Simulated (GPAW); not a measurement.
Runs of GPAW 26.7.0 on Co. Symmetry: P6_3/mmc, No. 194, hexagonal system. The conventional cell has a = 2.472 Å, b = 2.472 Å, c = 4.021 Å, α = 90.00°, β = 90.00°, γ = 120.00°. Co (site symmetry -6m2) has 12 Co at 2.47 Å as nearest neighbours. 

| level | potentials or basis | band points | eigensolver | pressure (GPa) | moment (μB) |
| --- | --- | --- | --- | --- | --- |
| PBEsol | PAW data sets generated in the run's folder for this functional, pw | 80 | - | (c) | (b) |
| BLYP | PAW data sets generated in the run's folder for this functional, pw | 80 | davidson | 13.9 | 3.13 |
| revPBE | the program's PAW data sets (release 1.2.1) made for this functional, pw | 60 | - | (a) | 3.23 |
| RPBE | the program's PAW data sets (release 1.2.1) made for this functional, pw | 80 | - | 11.0 | 3.24 |
| LDA | the program's PAW data sets (release 1.2.1) made for this functional, pw | 60 | - | -14.3 | 3.09 |

Alike in all rows: task band structure; spin collinear, ferromagnetic start; cell as given; k mesh 12 × 12 × 7; cutoff (eV) 600; smearing fermi-dirac 0.05 eV.

**Question.** Fill in the values left out.

**Answer.** (a) 9.3; (b) 3.19; (c) -5.3.

Runs at the PBE level aren't shown here.
